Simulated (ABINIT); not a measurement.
# SiC (Moissanite) (P6_3mc) in ABINIT: settings compared, part 2 of 2

ABINIT 10.8.3 (patched build).

## Step 4: Single point, PBEsol

File run.abi:

```
# Pseudopotentials
pp_dirpath "./"
pseudos "Si.upf, C.upf"

# Structure
acell 3*1.0 Angstrom
rprim
     3.0760000000     0.0000000000     0.0000000000
    -1.5380000000     2.6638941420     0.0000000000
     0.0000000000     0.0000000000     5.0480000000
ntypat 2
znucl 14 6
natom 4
typat 1 1 2 2
xred
     0.6666666667     0.3333333333     0.5000000000
     0.3333333333     0.6666666667     0.0000000000
     0.6666666667     0.3333333333     0.8850000000
     0.3333333333     0.6666666667     0.3850000000

# Plane-wave basis
ecut 37.0

# k points
kptopt 1
ngkpt 8 8 4
nshiftk 1
shiftk 0.0 0.0 0.0

# Exchange and correlation
ixc -116133

# Bands and occupations
nband 12
occopt 3
tsmear 0.05 eV

# SCF cycle
nstep 100
tolvrs 1.0e-10

# Output
iomode 3
prtwf 0
prtden 0
prteig 0
prtebands 0
enunit 1
```

Potentials or basis: PseudoDojo NC SR PBEsol v0.4.1 standard.

Launch:

```console
mpirun --bind-to none -np 4 abinit run.abi > log 2>&1
```

run.abo:

```text
.Version 10.8.3 of ABINIT
 Symmetries : space group P6_3 m c (#186); Bravais hP (primitive hexag.)
================================================================================
 Values of the parameters that define the memory need of the present run
     intxc =       0    ionmov =       0      iscf =       7    lmnmax =       6
     lnmax =       6     mgfft =      54  mpssoang =       3    mqgrid =    3001
     natom =       4  nloc_mem =       1    nspden =       1   nspinor =       1
    nsppol =       1      nsym =      12    n1xccc =    2501    ntypat =       2
    occopt =       3   xclevel =       2
       mpw =        3024          nfft =       55296          nkpt =          30
================================================================================
================================================================================

--------------------------------------------------------------------------------
------------- Echo of variables that govern the present computation ------------
[... 219 lines left out ...]
            acell      1.8897261259E+00  1.8897261259E+00  1.8897261259E+00 Bohr
           etotal     -2.0510275299E+01
            fcart     -9.2645415356E-29 -5.3488855496E-29  1.4647816168E-02
                      -9.2645415356E-29 -5.3488855496E-29  1.4647816168E-02
                       2.7793624607E-28  1.6046656649E-28 -1.4647816168E-02
                      -9.2645415356E-29 -5.3488855496E-29 -1.4647816168E-02
            rprim      3.0760000000E+00  0.0000000000E+00  0.0000000000E+00
                      -1.5380000000E+00  2.6638941420E+00  0.0000000000E+00
                       0.0000000000E+00  0.0000000000E+00  5.0480000000E+00
           strten     -5.8911782890E-05 -5.8911782738E-05  1.1071521631E-04
                       0.0000000000E+00  0.0000000000E+00  0.0000000000E+00
           xangst      1.5380000000E+00  8.8796471400E-01  2.5240000000E+00
                      -6.7522206019E-18  1.7759294280E+00  0.0000000000E+00
                       1.5380000000E+00  8.8796471400E-01  4.4674800000E+00
                      -6.7522206019E-18  1.7759294280E+00  1.9434800000E+00
             xred      6.6666666667E-01  3.3333333333E-01  5.0000000000E-01
                       3.3333333333E-01  6.6666666667E-01  0.0000000000E+00
                       6.6666666667E-01  3.3333333333E-01  8.8500000000E-01
                       3.3333333333E-01  6.6666666667E-01  3.8500000000E-01
 Calculation completed.
```

Wall time 7.8 s (4 MPI ranks of Intel Xeon Platinum 8488C (Sapphire Rapids), shared host); peak memory 0.28 GiB.

Results:

```
Free energy                                           : -558.1130 eV
Pressure                                              : 0.1 GPa
Largest force                                         : 0.753 eV/Å
Band gap on the k mesh                                : 2.43 eV, indirect (least direct gap 3.96 eV)
Valence electrons inside the program's atomic spheres : Si 1.95; C 4.23
```

Forces in eV/Å, atoms in the order of the input:
```
Si   0.000  0.000  0.753
Si   0.000  0.000  0.753
C    0.000  0.000 -0.753
C    0.000  0.000 -0.753
```

Stress tensor (GPa, compression positive):
```
 1.73  0.00  0.00
 0.00  1.73  0.00
 0.00  0.00 -3.26
```

Levels at points of the mesh, in eV from the valence-band top:
```
           k point  band 5  band 6  band 7  band 8  band 9  band 10  band 11  band 12
(0.00, 0.00, 0.00)   -1.56   -0.27   -0.27    0.00    4.56     5.96     6.43     6.43
(0.50, 0.00, 0.00)   -5.48   -3.57   -3.32   -1.49    2.47     4.10     6.66     7.12
(0.00, 0.00, 0.50)   -0.97   -0.97   -0.97   -0.97    5.64     5.64     7.10     7.10
(0.50, 0.00, 0.50)   -2.71   -2.71   -2.36   -2.36    3.06     3.06     4.90     4.90
```

## Step 5: Single point, LDA

File run.abi:

```
# Pseudopotentials
pp_dirpath "./"
pseudos "Si.upf, C.upf"

# Structure
acell 5.8127975593 5.8127975593 9.5393374771
rprim
     1.0000000000     0.0000000000     0.0000000000
    -0.5000000000     0.8660254038     0.0000000000
     0.0000000000     0.0000000000     1.0000000000
ntypat 2
znucl 14 6
natom 4
typat 1 1 2 2
xred
     0.6666666667     0.3333333333     0.5000000000
     0.3333333333     0.6666666667     0.0000000000
     0.6666666667     0.3333333333     0.8850000000
     0.3333333333     0.6666666667     0.3850000000

# Plane-wave basis
ecut 1006.821291 eV

# k points
kptopt 1
ngkpt 8 8 4
nshiftk 1
shiftk 0.0 0.0 0.0

# Exchange and correlation
ixc 7

# Bands and occupations
nband 12
occopt 3
tsmear 0.00183747

# SCF cycle
nstep 100
tolvrs 1.0e-10

# Output
iomode 3
prtwf 0
prteig 0
prtebands 0
enunit 2
prtden 1
prtvha 1
prtvclmb 1
prtpot 1
prtelf 1
```

Potentials or basis: PseudoDojo NC SR LDA v0.4.1 standard.

Launch:

```console
mpirun --bind-to none -np 4 abinit run.abi > log 2>&1
```

run.abo:

```text
.Version 10.8.3 of ABINIT
 Symmetries : space group P6_3 m c (#186); Bravais hP (primitive hexag.)
================================================================================
 Values of the parameters that define the memory need of the present run
     intxc =       0    ionmov =       0      iscf =       7    lmnmax =       6
     lnmax =       6     mgfft =      54  mpssoang =       3    mqgrid =    3001
     natom =       4  nloc_mem =       1    nspden =       1   nspinor =       1
    nsppol =       1      nsym =      12    n1xccc =    2501    ntypat =       2
    occopt =       3   xclevel =       1
       mpw =        3024          nfft =       55296          nkpt =          30
================================================================================
================================================================================

--------------------------------------------------------------------------------
------------- Echo of variables that govern the present computation ------------
--------------------------------------------------------------------------------
 -outvars: echo values of preprocessed input variables --------
            acell      5.8127975593E+00  5.8127975593E+00  9.5393374771E+00 Bohr
              amu      2.80855000E+01  1.20110000E+01
             ecut      3.70000000E+01 Hartree
           enunit           2
              ixc           7
         kptrlatt        8    0    0      0    8    0      0    0    4
          kptrlen      3.81573499E+01
            natom           4
            nband          12
            ngfft          32      32      54
             nkpt          30
            nstep         100
             nsym          12
           ntypat           2
           occopt           3
        prtebands           0
           prteig           0
           prtelf           1
           prtpot           1
         prtvclmb           1
           prtvha           1
            prtwf           0
            rprim      1.0000000000E+00  0.0000000000E+00  0.0000000000E+00
                      -5.0000000000E-01  8.6602540380E-01  0.0000000000E+00
[... 173 lines left out ...]
 frms,max,avg= 4.2056021E-01 7.2843165E-01   0.000E+00  0.000E+00  2.333E-07 e/A
 length scales=  5.812797559300  5.812797559300  9.539337477100 bohr
              =  3.075999997887  3.075999997887  5.047999996570 angstroms
 Fermi (or HOMO) energy (hartree) =   0.31612   Average Vxc (hartree)=  -0.42112
 Eigenvalues (hartree) for nkpt=  30  k points:
 kpt#   1, nband= 12, wtk=  0.00391, kpt=  0.0000  0.0000  0.0000 (reduced coord)
  -0.30275   -0.17232   -0.04821    0.21487    0.21487    0.26199    0.26199    0.27205
   0.44052    0.49382    0.50766    0.50766
      occupation numbers for kpt#   1
   2.00000    2.00000    2.00000    2.00000    2.00000    2.00000    2.00000    2.00000
   0.00000    0.00000    0.00000    0.00000
 prteigrs : prtvol=0 or 1, do not print more k-points.

 Fermi (or HOMO) energy (eV) =   8.60209   Average Vxc (eV)= -11.45913
 Eigenvalues (   eV  ) for nkpt=  30  k points:
 kpt#   1, nband= 12, wtk=  0.00391, kpt=  0.0000  0.0000  0.0000 (reduced coord)
  -8.23816   -4.68913   -1.31182    5.84698    5.84698    7.12912    7.12912    7.40295
  11.98726   13.43757   13.81415   13.81415
 prteigrs : prtvol=0 or 1, do not print more k-points.

--- !EnergyTerms
iteration_state     : {dtset: 1, }
comment             : Components of total free energy in Hartree
kinetic             :  1.18504289172303E+01
hartree             :  2.35000795834334E+00
xc                  : -7.56094034881196E+00
Ewald energy        : -2.08945946024497E+01
psp_core            :  1.26343959330549E+00
local_psp           : -8.23117268754044E+00
non_local_psp       :  5.91598633673345E-01
internal            : -2.06312325362496E+01
'-kT*entropy'       : -3.47752129135527E-14
total_energy        : -2.06312325362496E+01
total_energy_eV     : -5.61404437274539E+02
band_energy         :  7.29640314668973E-01
...

 Cartesian components of stress tensor (hartree/bohr^3)
  sigma(1 1)=  1.14655260E-04  sigma(3 2)=  0.00000000E+00
  sigma(2 2)=  1.14655260E-04  sigma(3 1)=  0.00000000E+00
  sigma(3 3)=  2.55971932E-04  sigma(2 1)=  0.00000000E+00

-Cartesian components of stress tensor (GPa)         [Pressure= -4.7592E+00 GPa]
- sigma(1 1)=  3.37327422E+00  sigma(3 2)=  0.00000000E+00
- sigma(2 2)=  3.37327422E+00  sigma(3 1)=  0.00000000E+00
- sigma(3 3)=  7.53095426E+00  sigma(2 1)=  0.00000000E+00

== END DATASET(S) ==============================================================
================================================================================

 -outvars: echo values of variables after computation  --------
            acell      5.8127975593E+00  5.8127975593E+00  9.5393374771E+00 Bohr
           etotal     -2.0631232536E+01
            fcart     -0.0000000000E+00 -0.0000000000E+00  1.4165740154E-02
                      -0.0000000000E+00 -0.0000000000E+00  1.4165740154E-02
                      -0.0000000000E+00 -0.0000000000E+00 -1.4165740154E-02
                      -0.0000000000E+00 -0.0000000000E+00 -1.4165740154E-02
            rprim      1.0000000000E+00  0.0000000000E+00  0.0000000000E+00
                      -5.0000000000E-01  8.6602540380E-01  0.0000000000E+00
                       0.0000000000E+00  0.0000000000E+00  1.0000000000E+00
           strten      1.1465526036E-04  1.1465526020E-04  2.5597193242E-04
                       0.0000000000E+00  0.0000000000E+00  0.0000000000E+00
           xangst      1.5379999989E+00  8.8796471342E-01  2.5239999983E+00
                      -2.2766973476E-16  1.7759294268E+00  0.0000000000E+00
                       1.5379999989E+00  8.8796471342E-01  4.4674799970E+00
                      -2.2766973476E-16  1.7759294268E+00  1.9434799987E+00
             xred      6.6666666667E-01  3.3333333333E-01  5.0000000000E-01
                       3.3333333333E-01  6.6666666667E-01  0.0000000000E+00
                       6.6666666667E-01  3.3333333333E-01  8.8500000000E-01
                       3.3333333333E-01  6.6666666667E-01  3.8500000000E-01
 Calculation completed.
```

It took 7.4 s on 4 MPI ranks of Arm Neoverse V2, shared host; peak memory 0.24 GiB.

What came out:

| Property | Result |
| --- | --- |
| Free energy | -561.4044 eV |
| Pressure | -4.8 GPa |
| Largest force | 0.728 eV/Å |
| Band gap on the k mesh | 2.48 eV, indirect (least direct gap 4.00 eV) |
| Valence electrons inside the program's atomic spheres | Si 1.97; C 4.23 |

Forces on the atoms (eV/Å):
```
Si   0.000  0.000  0.728
Si   0.000  0.000  0.728
C    0.000  0.000 -0.728
C    0.000  0.000 -0.728
```

Levels at points of the mesh, in eV from the valence-band top:
| k point | band 6 | band 7 | band 8 | band 9 | band 10 | band 11 |
| --- | --- | --- | --- | --- | --- | --- |
| (0.00, 0.00, 0.00) | -0.27 | -0.27 | 0.00 | 4.58 | 6.03 | 6.41 |
| (0.50, 0.00, 0.00) | -3.55 | -3.28 | -1.49 | 2.51 | 4.14 | 6.68 |
| (0.00, 0.00, 0.50) | -0.97 | -0.97 | -0.97 | 5.65 | 5.65 | 7.09 |
| (0.50, 0.00, 0.50) | -2.69 | -2.34 | -2.34 | 3.11 | 3.11 | 4.90 |

A k mesh can miss the band edges.

## Step 6: The runs side by side

| task | level | potentials or basis | cell | cutoff (eV) | cell freedom (optcell) | optimiser (ionmov) | cutoff smearing ecutsm (Ha) | force stop (Ha/bohr) | gap on the mesh (eV) | pressure (GPa) | largest force (eV/Å) |
| --- | --- | --- | --- | --- | --- | --- | --- | --- | --- | --- | --- |
| relaxation of cell and atoms | LDA | PseudoDojo NC SR LDA v0.4.1 standard | relaxed | 1116 | 2 | 2 | 0.5 | 2e-05 | 2.40 | 0.0 | - |
| single point | LDA | PseudoDojo NC SR LDA v0.4.1 standard | cell relaxed | 1116 | - | - | - | - | 2.40 | -0.1 | - |
| single point | PBEsol | PseudoDojo NC SR PBEsol v0.4.1 standard | as given | 1007 | - | - | - | - | 2.43 | 0.1 | 0.75 |
| single point | LDA | PseudoDojo NC SR LDA v0.4.1 standard | as given | 1007 | - | - | - | - | 2.48 | -4.8 | 0.73 |

Alike in all rows: no spin polarisation; k mesh 8 × 8 × 4; smearing fermi-dirac 0.05 eV.

Absolute energies hang on the potentials; compare differences alone.
